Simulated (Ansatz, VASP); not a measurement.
Two plane-wave programs on Pt

```
CELL_PARAMETERS angstrom
-1.53051 1.53051 1.53051
1.53051 -1.53051 1.53051
1.53051 1.53051 -1.53051
ATOMIC_POSITIONS crystal
Pt 0.00000 0.00000 0.00000
```

Alike in both runs: task single point; functional LDA; k mesh 16 × 16 × 16; occupations fermi-dirac, width 0.1 eV; no spin polarisation.

|  | VASP | Ansatz |
| --- | --- | --- |
| version | VASP 6.6.1 | Ansatz 0.2.0 |
| potentials or method | VASP PAW LDA potentials, release 64 (Pt) | plane waves (420 eV) with PAW, scalar-relativistic |
| plane-wave cutoff (eV) | 520 | 420 |
| valence electrons in the cell | 10 | 18 |

```tsv
	VASP	Ansatz	Ansatz less VASP
pressure (GPa)	14.3	13.4	-0.89
```

The two sets of potentials don't hold the same shells in valence. Ansatz warned: «pseudo_functional_mismatch».

Spin-orbit coupling is left out, which matters for the levels of Pt.
